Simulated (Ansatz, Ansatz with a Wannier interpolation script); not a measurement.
**GaN (P6_3mc): what limits a Wannier interpolation of GW**

Aim: vary the Wannier model and the GW settings for GaN (P6_3mc) and see what the interpolated bands lose.

Program: Ansatz 0.2.0. Level of theory: maximally localised Wannier functions, LDA, plane waves, PAW; PAW set soft_1. Results are calculated unless marked as measured.

The database entry behind the starting cell differs from later determinations by our own check (about 0.3 % short, ideal inner coordinate), so it need not match the best structure at ambient conditions.

## (1) The starting structure

The structure is hexagonal, space group P6_3mc (No. 186). The conventional cell has a = 3.180 Å, b = 3.180 Å, c = 5.166 Å, α = 90.00°, β = 90.00°, γ = 120.00°. Nearest to Ga lie 4 N at 1.94 to 1.95 Å. Nearest to N lie 4 Ga at 1.94 to 1.95 Å. Farther neighbours and most contacts between anions are not listed.

The cell and positions come from the Crystallography Open Database and are kept as given unless a step says otherwise.

## (2) Wannier model on 9×9×4

Localised functions give a small Hamiltonian that interpolates between mesh points at no cost.

input.yaml

```yaml
crystal:
  lattice:
    - [3.18, 0.0, 0.0]
    - [-1.59, 2.75396078, 0.0]
    - [0.0, 0.0, 5.166]
  atoms:
    - { symbol: Ga, position: [0.33333333, 0.66666667, 0.0] }
    - { symbol: Ga, position: [0.66666667, 0.33333333, 0.5] }
    - { symbol: "N", position: [0.33333333, 0.66666667, 0.375] }
    - { symbol: "N", position: [0.66666667, 0.33333333, 0.875] }
kpoints:
  mp_grid: { grid: [9, 9, 4] }
hamiltonian:
  xc: lda
  pseudopotentials: { kind: paw, azcp: { folder: soft_1 }, xc_functional: pbe }
scf:
  occupations: { method: fixed }
  n_extra_bands: 30
output:
  wannier:
    kmesh: [9, 9, 4]
    projections:
      - { species: Ga, l: s, shell: 4 }
      - { species: Ga, l: p, shell: 4 }
      - { species: "N", l: p, shell: 2 }
    minimise: true
    write_hr: true
    seedname: w
    conv_tol: 1.0e-06
    max_iter: 20000
    stability_check: false
    disentanglement:
      window: [2.1, 25.11]
      frozen_window: [2.1, 14.45]
      conv_tol: 1.0e-08
```

On the command line:

```console
> ansatz run input.yaml --threads 3 --pin off --max-ram 92160MiB --backend cuda --events-out ev --progress --plain --runs-dir out --devices 1 --max-vram 13GiB
```

Numbers of over 12 decimals in the logs are rounded to 6 here.

The program printed:

```text
scf.n_extra_bands = 30 over 18 filled bands (N_el = 36.0): the run solves 48 bands
GPUs: using 1 of 1 available (devices: 1).
Engine: ansatz 0.2.0, x86_64-unknown-linux-gnu
Pseudopotentials: kind: paw
Pseudopotential: Ga, paw, valence charge 13, recommended cutoff 420 eV (normal), soft_1/Ga.paw.azcp
Pseudopotential: N, paw, valence charge 5, recommended cutoff 420 eV (normal), soft_1/N.paw.azcp
Functional definition: SPW92
  exchange = slater_x
  correlation = pw_c
device memory: the entry about to start is reckoned to put 1.4 GiB on a device that reports 54.2 GiB free (of which the cap on the GPU budget leaves the run 13.0 GiB)
GPU FFT provider: cuFFT
GPU libraries: cuBLAS 13.8.2, cuFFT 12.4.0, cuSOLVER 12.3.4
Crystal: 4 atoms, lattice volume = 45.242 Å³
Basis set: ecut = 420 eV, 881 PW (Γ)
Bands: 48, of which v1, the nominal top of the filled ones, is band 18 counted from 1 (17 counted from 0)
Symmetry: 12 space group operations
Space group: P63mc (ITA 186), of the structure as read, at distance tolerance 3.6e-5 Å
k-points: 36 of 324 (time reversal used)
Non-local potential: Ga, projectors of the file, l = 0: 2, l = 1: 2, l = 2: 3, l = 3: 1
Non-local potential: N, projectors of the file, l = 0: 2, l = 1: 2, l = 2: 1
PAW form: soft (Blöchl's): semilocal exchange-correlation on the pseudo side does not see the compensation charge
PAW frozen core: Ga, regenerated for the run's functional, and the local potential with it (the file was generated under x = pbe(κ = 0.804, μ = 0.219515), c = pbe(β = 0.066725))
PAW frozen core: N, regenerated for the run's functional, and the local potential with it (the file was generated under x = pbe(κ = 0.804, μ = 0.219515), c = pbe(β = 0.066725))
PAW one-centre angular grid: Ga, 590 points (default); XC on 64 Gauss nodes
PAW one-centre angular grid: N, 110 points (default); XC on 64 Gauss nodes
Initial density: superposition of atomic densities (chi_scale 0.1, normalization cell, long waves kept (reshape's long-wave potential 0.00 eV rms))
Initial wavefunctions: pseudopotential atomic-orbital guess
GPU buffer pool allocated for 20736 grid points (all kernels)
GPU transforms: local potential and band sums: pruned to the plane-wave sphere, on 24×24×36
Functional: x = slater, c = lda
SCF iter   1: F=—  HF=-8165.425755 eV  |F-HF|=—  |Δ(HF+E_count)|=         —  Δρ=1.04e-1  dr2=4.28e0  ethr=3.10e-3  ⟨swp⟩=4.1  Hψ=5765  notcnv=0  defer=964
preconditioner: auto → Resta (q_TF=auto, 2.626 Å⁻¹)  ε∞=2.0  [insulator: Δε(μ)=2.819 eV  Ē_g=32.780 eV  n_scr=22 (ndim 8)  ℏωp=33.1 eV  f_vac=0.000  ε∞_Penn≈2.0]
SCF iter   2: F=—  HF=-8164.302688 eV  |F-HF|=—  |Δ(HF+E_count)|=    1.12e0  Δρ=4.48e-2  dr2=4.07e-1  ethr=3.10e-3  ⟨swp⟩=2.3  Hψ=2382  notcnv=0  defer=947
SCF iter   3: F=—  HF=-8164.212990 eV  |F-HF|=—  |Δ(HF+E_count)|=   8.97e-2  Δρ=1.85e-2  dr2=9.02e-2  ethr=1.13e-3  ⟨swp⟩=2.6  Hψ=1245  notcnv=0  defer=1002
SCF iter   4: F=—  HF=-8164.184963 eV  |F-HF|=—  |Δ(HF+E_count)|=   2.80e-2  Δρ=3.20e-3  dr2=3.49e-3  ethr=2.51e-4  ⟨swp⟩=2.4  Hψ=1541  notcnv=0  defer=1006
SCF iter   5: F=—  HF=-8164.180913 eV  |F-HF|=—  |Δ(HF+E_count)|=   4.05e-3  Δρ=1.23e-3  dr2=3.75e-4  ethr=9.68e-6  ⟨swp⟩=2.1  Hψ=1653  notcnv=0  defer=1006
SCF iter   6: F=—  HF=-8164.181122 eV  |F-HF|=—  |Δ(HF+E_count)|=   2.09e-4  Δρ=1.88e-4  dr2=7.38e-6  ethr=1.04e-6  ⟨swp⟩=2.1  Hψ=1554  notcnv=0  defer=1005
SCF iter   7: F=—  HF=-8164.181241 eV  |F-HF|=—  |Δ(HF+E_count)|=   1.18e-4  Δρ=2.55e-5  dr2=9.84e-8  ethr=2.78e-10  ⟨swp⟩=10.9  Hψ=12822  notcnv=0
SCF iter   8: F=-8164.181241 eV  HF=-8164.181241 eV  |F-HF|=2.82e-9  |Δ(HF+E_count)|=   2.83e-7  Δρ=4.69e-6  dr2=6.46e-9  ethr=2.73e-10  ⟨swp⟩=3.8  Hψ=4546  notcnv=0
SCF 1 converged in 8 iterations: F = -8164.181241 eV  dr2 = 6.46e-9
[...]
device memory: the entry about to start is reckoned to put 1.7 GiB on a device that reports 54.4 GiB free (of which the cap on the GPU budget leaves the run 13.0 GiB)
NSCF: frozen V_eff on 36 k-points
[...]
device memory: the entry about to start is reckoned to put 1.6 GiB on a device that reports 54.3 GiB free (of which the cap on the GPU budget leaves the run 13.0 GiB)
NSCF: frozen V_eff on 40 k-points, pencils in batches of 32, up to order 192
the Wannier pass solved 40 of the 324 points of its mesh, and has the states at the others by symmetry: states obtained by the crystal's operations at points that were solved too leave a residual of 3.39e-13 eV (read by the count's bands and the next), within 6.67e-6 eV
SCF converged after 8 iterations
Free energy (F): -8164.181241 eV
Harris-Foulkes:  -8164.181241 eV  (|F-HF|=2.82e-9)
Internal energy: -8164.181241 eV  (E = F + TS)
E sigma→0 (E₀):  -8164.181241 eV
Fermi energy:    9.469333 eV
--- Per-component energies (eV) ---
  E_band       = -20.668285
  E_kinetic    = 481.767454
  E_local      = -2823.982404  (includes V_loc(G=0)·N_el)
  E_nonlocal   = -103.685421
  E_hartree    = 1783.564830
  E_xc         = -242.973338
  E_vxc        = -261.966715  (∫ρ·V_xc dr)
  E_paw        = -4078.663950  (= ΣΔE_a)
  E_vpaw       = -879.928769  (= ΣTr[D̂ρ^β])
  E_aug_tail   = 0.001266  (compensation charges beyond the density's cutoff)
  E_ewald      = -3183.826730
  E_core_change = 3.617051  (= ΣΔE_core)
  E_smearing   = -0.000000  (= −TS)
  E_closure    = -0.000000  (closes the sum)
  Σ components = -8164.181241   (vs F -8164.181241, Δ=0.00e0)
--- Band table (eV; the first three rows and the last of 36) ---
  k-point 0: bands = [... 14 lower, 8.3948, 9.4062, 9.4693, 9.4693, 11.4463, 13.6668, 18.5719, 19.2162, ... 26 higher]
  k-point 1: bands = [... 14 lower, 8.5446, 8.5446, 9.3047, 9.3047, 12.6076, 13.7807, 18.1829, 18.9180, ... 26 higher]
  k-point 2: bands = [... 14 lower, 8.9176, 8.9176, 8.9176, 8.9176, 13.7016, 13.7016, 17.8459, 17.8459, ... 26 higher]
  k-point 35: bands = [... 14 lower, 5.1878, 5.1878, 7.9447, 7.9447, 15.8479, 15.8479, 16.6574, 16.6574, ... 26 higher]
Wannier search: line search 1 of at most 20000: gauge-dependent spread (as the search counts it) 7.2410196 Å², largest recent change 1.0e0 Å² against conv_tol 1.0e-6 Å², 0 stops escaped
```

Wall time 14 s (1 × NVIDIA H100 80GB HBM3 (shared by 6 runs) with 3 threads of AMD EPYC 7R13 (Zen 3), shared host); peak memory 1 GiB.

Numbers from this step:

| Quantity | Value |
| --- | --- |
| gauge-invariant spread | 19.12 Å² |
| diagonal spread | 0.1146 Å² |
| off-diagonal spread | 3.498 Å² |
| total spread | 22.73 Å² |
| least projectability | 0.2070 |
| localisation steps | 67 |
| disentanglement steps | 119 |
| r.m.s. interpolation error | 0.002760 eV |
| r.m.s. error near the gap | 0.003481 eV |

Near the gap the model misses directly solved bands by 3.5 meV r.m.s. and by 47 meV at most in the window tested. This tests the starting bands, not the corrections carried with them.

## (3) A faulty Wannier input

Edit input.yaml of step 2 so:

```diff
@@ -21,6 +21,3 @@
     kmesh: [9, 9, 4]
-    projections:
-      - { species: Ga, l: s, shell: 4 }
-      - { species: Ga, l: p, shell: 4 }
-      - { species: "N", l: p, shell: 2 }
+    projections: [{ species: "N", l: p, shell: 2 }]
     minimise: true
```

The program printed:

```text
scf.n_extra_bands = 30 over 18 filled bands (N_el = 36.0): the run solves 48 bands
GPUs: using 1 of 1 available (devices: 1).
[... 7 set-up lines as in the run before ...]
device memory: the entry about to start is reckoned to put 1.4 GiB on a device that reports 56.7 GiB free (of which the cap on the GPU budget leaves the run 13.0 GiB)
GPU FFT provider: cuFFT
GPU libraries: cuBLAS 13.8.2, cuFFT 12.4.0, cuSOLVER 12.3.4
Crystal: 4 atoms, lattice volume = 45.242 Å³
Basis set: ecut = 420 eV, 881 PW (Γ)
Bands: 48, of which v1, the nominal top of the filled ones, is band 18 counted from 1 (17 counted from 0)
[... 2 set-up lines as in the run before ...]
k-points: 36 of 324 (time reversal used)
[... 4 set-up lines as in the run before ...]
[...]
NSCF: frozen V_eff on 40 k-points, pencils in batches of 32, up to order 192
the Wannier pass solved 40 of the 324 points of its mesh, and has the states at the others by symmetry: states obtained by the crystal's operations at points that were solved too leave a residual of 3.39e-13 eV (read by the count's bands and the next), within 6.67e-6 eV
SCF converged after 8 iterations
Free energy (F): -8164.181241 eV
Harris-Foulkes:  -8164.181241 eV  (|F-HF|=2.82e-9)
Internal energy: -8164.181241 eV  (E = F + TS)
E sigma→0 (E₀):  -8164.181241 eV
Fermi energy:    9.469333 eV
--- Per-component energies (eV) ---
  E_band       = -20.668285
  E_kinetic    = 481.767454
  E_local      = -2823.982404  (includes V_loc(G=0)·N_el)
  E_nonlocal   = -103.685421
  E_hartree    = 1783.564830
  E_xc         = -242.973338
  E_vxc        = -261.966715  (∫ρ·V_xc dr)
  E_paw        = -4078.663950  (= ΣΔE_a)
  E_vpaw       = -879.928769  (= ΣTr[D̂ρ^β])
  E_aug_tail   = 0.001266  (compensation charges beyond the density's cutoff)
  E_ewald      = -3183.826730
  E_core_change = 3.617051  (= ΣΔE_core)
  E_smearing   = -0.000000  (= −TS)
  E_closure    = -0.000000  (closes the sum)
  Σ components = -8164.181241   (vs F -8164.181241, Δ=0.00e0)
--- Band table (eV; the first three rows and the last of 36) ---
  k-point 0: bands = [... 14 lower, 8.3948, 9.4062, 9.4693, 9.4693, 11.4463, 13.6668, 18.5719, 19.2162, ... 26 higher]
  k-point 1: bands = [... 14 lower, 8.5446, 8.5446, 9.3047, 9.3047, 12.6076, 13.7807, 18.1829, 18.9180, ... 26 higher]
  k-point 2: bands = [... 14 lower, 8.9176, 8.9176, 8.9176, 8.9176, 13.7016, 13.7016, 17.8459, 17.8459, ... 26 higher]
  k-point 35: bands = [... 14 lower, 5.1878, 5.1878, 7.9447, 7.9447, 15.8479, 15.8479, 16.6574, 16.6574, ... 26 higher]
WARN: one of the run's output files is refused, and neither it nor the files that depend on it are written in full: <dir> frozen window holds 8 > num_wann = 6 bands at ik = 0 (ik counts from 0, the k-points of the .win, .mmn and .eig files from 1)
```

Run time: 11 s. Hardware: 1 × NVIDIA H100 80GB HBM3 (shared by 6 runs) with 3 threads; peak memory 1 GiB.

The run ended with an error after its SCF cycle had converged; no result of it is taken.

The fault put into this input: trial orbitals that do not span the target bands.

## (4) G0W0: 9×9×4 mesh, 207 empty bands, screening to 160 eV, PAW set soft_1 files

Now the one-shot GW correction: screening in the RPA, then the self-energy of the levels asked for.

This step: G0W0 on LDA, plane waves, PAW; PAW set soft_1.

input.yaml, the sections that differ from step 3:

```yaml
scf:
  occupations: { method: fixed }
gw:
  n_empty_bands: 207
  ecut_chi: 160.0
  qp_bands: [v6, c2]
  screening: { model: contour_deformation }
# crystal, kpoints, hamiltonian: as in step 3
# output: removed
```

The program printed:

```text
GPUs: using 1 of 1 available (devices: 1).
[...]
GPU FFT provider: cuFFT
GPU libraries: cuBLAS 13.8.2, cuFFT 12.4.0, cuSOLVER 12.3.4
Crystal: 4 atoms, lattice volume = 45.242 Å³
Basis set: ecut = 420 eV, 881 PW (Γ)
Bands: 22, of which v1, the nominal top of the filled ones, is band 18 counted from 1 (17 counted from 0)
[... 1 set-up line as in the run before ...]
[...]
k-points: 36 of 324 (time reversal used)
[...]
0    20     13.6668   -10.3859    -4.5353   -15.8533  0.8138    14.6077    14.5989  root
[...]
35    17      7.9447   -22.3093     3.1676   -18.5305  0.7671     7.3287     7.3336  root
    35    18      7.9447   -22.3093     3.1676   -18.5305  0.7671     7.3287     7.3336  root
    35    19     15.8480    -9.6785    -4.9224   -15.5513  0.8076    16.8103    16.7983  root
    35    20     15.8480    -9.6785    -4.9224   -15.5513  0.8076    16.8103    16.7983  root
[key lines of the parts left out:]
SCF converged after 9 iterations
Free energy (F): -8164.181241 eV
Fermi energy:    9.469352 eV
```

Run time: 91 s. Hardware: 1 × NVIDIA H100 80GB HBM3 (shared by 6 runs) with 3 threads; peak memory 1.4 GiB.

The G0W0 gap on the mesh is 3.181 eV.

## (5) G0W0: 3×3×2 mesh, 207 empty bands, screening to 160 eV, PAW set soft_1 files

Edit input.yaml of step 4 so:

```diff
@@ -11,3 +11,3 @@
 kpoints:
-  mp_grid: { grid: [9, 9, 4] }
+  mp_grid: { grid: [3, 3, 2] }
 hamiltonian:
```

The program printed:

```text
GPUs: using 1 of 1 available (devices: 1).
[...]
GPU FFT provider: cuFFT
GPU libraries: cuBLAS 13.8.2, cuFFT 12.4.0, cuSOLVER 12.3.4
Crystal: 4 atoms, lattice volume = 45.242 Å³
Basis set: ecut = 420 eV, 881 PW (Γ)
Bands: 22, of which v1, the nominal top of the filled ones, is band 18 counted from 1 (17 counted from 0)
[... 1 set-up line as in the run before ...]
[...]
k-points: 6 of 18
[...]
0    20     13.6810    -9.9652    -5.0751   -15.8421  0.7815    14.5016    14.4829  root
[...]
5    17      8.0119   -22.3952     3.4117   -18.5009  0.7444     7.5231     7.5293  root
     5    18      8.0119   -22.3952     3.4117   -18.5009  0.7444     7.5231     7.5293  root
     5    19     15.8704    -9.5741    -5.1902   -15.5326  0.7811    16.6563    16.6387  root
     5    20     15.8704    -9.5741    -5.1902   -15.5326  0.7811    16.6563    16.6387  root
[key lines of the parts left out:]
SCF converged after 8 iterations
Free energy (F): -8163.874485 eV
Fermi energy:    9.557452 eV
```

Run time: 8.1 s. Hardware: 1 × NVIDIA H100 80GB HBM3 (shared by 6 runs) with 3 threads; peak memory 1 GiB; 6.4 s of CPU time.

The G0W0 gap on the mesh is 2.978 eV.

## (6) G0W0: 9×9×4 mesh, 96 empty bands, screening to 96 eV, PAW set soft_1 files

Edit input.yaml of step 5 so:

```diff
@@ -11,3 +11,3 @@
 kpoints:
-  mp_grid: { grid: [3, 3, 2] }
+  mp_grid: { grid: [9, 9, 4] }
 hamiltonian:
@@ -18,4 +18,4 @@
 gw:
-  n_empty_bands: 207
-  ecut_chi: 160.0
+  n_empty_bands: 96
+  ecut_chi: 96
   qp_bands: [v6, c2]
```

The program printed:

```text
GPUs: using 1 of 1 available (devices: 1).
[...]
GPU FFT provider: cuFFT
GPU libraries: cuBLAS 13.8.2, cuFFT 12.4.0, cuSOLVER 12.3.4
Crystal: 4 atoms, lattice volume = 45.242 Å³
Basis set: ecut = 420 eV, 881 PW (Γ)
Bands: 22, of which v1, the nominal top of the filled ones, is band 18 counted from 1 (17 counted from 0)
[... 1 set-up line as in the run before ...]
[...]
k-points: 36 of 324 (time reversal used)
[...]
0    20     13.6668   -10.3859    -4.3251   -15.8533  0.8152    14.8233    14.8090  root
[...]
35    17      7.9447   -22.3093     3.4333   -18.5305  0.7701     7.5977     7.5992  root
    35    18      7.9447   -22.3093     3.4333   -18.5305  0.7701     7.5977     7.5992  root
    35    19     15.8480    -9.6785    -4.7353   -15.5513  0.8086    17.0040    16.9853  root
    35    20     15.8480    -9.6785    -4.7353   -15.5513  0.8086    17.0040    16.9853  root
[key lines of the parts left out:]
SCF converged after 9 iterations
Free energy (F): -8164.181241 eV
Fermi energy:    9.469352 eV
```

The job ended after 38 s (1 × NVIDIA H100 80GB HBM3 (shared by 6 runs) with 3 threads; peak memory 1.2 GiB).

The G0W0 gap on the mesh is 3.129 eV.

## (7) G0W0: 9×9×4 mesh, 207 empty bands, screening to 160 eV, plasmon pole, PAW set soft_1 files

Edit input.yaml of step 6 so:

```diff
@@ -18,5 +18,5 @@
 gw:
-  n_empty_bands: 96
-  ecut_chi: 96
+  n_empty_bands: 207
+  ecut_chi: 160.0
   qp_bands: [v6, c2]
-  screening: { model: contour_deformation }
+  screening: { model: godby_needs }
```

The program printed:

```text
GPUs: using 1 of 1 available (devices: 1).
[...]
GPU FFT provider: cuFFT
GPU libraries: cuBLAS 13.8.2, cuFFT 12.4.0, cuSOLVER 12.3.4
Crystal: 4 atoms, lattice volume = 45.242 Å³
Basis set: ecut = 420 eV, 881 PW (Γ)
Bands: 22, of which v1, the nominal top of the filled ones, is band 18 counted from 1 (17 counted from 0)
[... 1 set-up line as in the run before ...]
[...]
k-points: 36 of 324 (time reversal used)
[...]
0    20     13.6668   -10.3859    -4.4987   -15.8533  0.8301    14.6392    14.6355  root
[...]
35    17      7.9447   -22.3093     3.1970   -18.5305  0.7927     7.3612     7.3629  root
    35    18      7.9447   -22.3093     3.1970   -18.5305  0.7927     7.3612     7.3629  root
    35    19     15.8480    -9.6785    -4.8714   -15.5513  0.8306    16.8542    16.8493  root
    35    20     15.8480    -9.6785    -4.8714   -15.5513  0.8306    16.8542    16.8493  root
[key lines of the parts left out:]
SCF converged after 9 iterations
Free energy (F): -8164.181241 eV
Fermi energy:    9.469352 eV
```

It took 2.5 min on 1 × NVIDIA H100 80GB HBM3 (shared by 6 runs) with 3 threads; peak memory 3.5 GiB.

The G0W0 gap on the mesh is 3.163 eV.

## (8) Interpolated results

Times are wall times on 1 × NVIDIA H100 80GB HBM3 (shared by 6 runs) with 3 threads of AMD EPYC 7R13 (Zen 3), shared host, good to a factor of about two.

| GW mesh | empty bands | cutoff (eV) | frequency | gap on mesh (eV) | gap over zone (eV) | direct gap (eV) | valence width (eV) | GW time |
| --- | --- | --- | --- | --- | --- | --- | --- | --- |
| 9×9×4 | 207 | 160 | contour deformation | 3.181 | 3.181 | 3.181 | 7.379 | 91 s |
| 3×3×2 | 207 | 160 | contour deformation | 2.978 | 3.024 | 3.024 | 7.337 | 8.1 s |
| 9×9×4 | 96 | 96 | contour deformation | 3.129 | 3.129 | 3.129 | 7.493 | 38 s |
| 9×9×4 | 207 | 160 | plasmon pole | 3.163 | 3.163 | 3.163 | 7.706 | 2.5 min |

## (9) What came out

```json
{
  "9×9×4 mesh, 207 empty bands, screening to 160 eV, PAW set soft_1 files": "3.18 eV",
  "3×3×2 mesh, 207 empty bands, screening to 160 eV, PAW set soft_1 files": "3.02 eV",
  "9×9×4 mesh, 96 empty bands, screening to 96 eV, PAW set soft_1 files": "3.13 eV",
  "9×9×4 mesh, 207 empty bands, screening to 160 eV, plasmon pole, PAW set soft_1 files": "3.16 eV"
}
```

The largest change, −0.16 eV in the gap over the zone, comes with 3×3×2 mesh, 207 empty bands, screening to 160 eV, PAW set soft_1 files. The first run is a reference, not a converged one, and where a row moves several settings no single cause can be named. Rows on another GW mesh add that mesh's corrections to the bands of the one model. With 3×3×2 mesh, 207 empty bands, screening to 160 eV, PAW set soft_1 files the gap over the zone moves by −0.16 eV and that on the mesh by −0.20 eV. With 9×9×4 mesh, 96 empty bands, screening to 96 eV, PAW set soft_1 files the gap over the zone moves by −0.05 eV and that on the mesh by −0.05 eV. With 9×9×4 mesh, 207 empty bands, screening to 160 eV, plasmon pole, PAW set soft_1 files the gap over the zone moves by −0.02 eV and that on the mesh by −0.02 eV. Gaps over the zone and on the mesh differ where an edge lies off the mesh, or where a GW run starts from another density: the starting gap over the zone is 1.977 eV, on the GW meshes it is 1.977 eV and 1.931 eV. The many-body steps are scalar-relativistic: spin-orbit coupling is not in them.

[Paths, hosts, dates, memory and timing lines, banners, echoed tables and standing remarks are left out of the program output.]

[Logs are printed without paths, hosts, clocks, repeated set-up lines and the standing remarks that a program may print on its own settings, such as how far it seeks lower states.]

[Runs of the session that timed out or met a known fault of the program may be left out.]

[Hosts, paths, dates, database ids (printed as entryN), source tags and the programs' standing remarks are cut or masked in the printed files.]
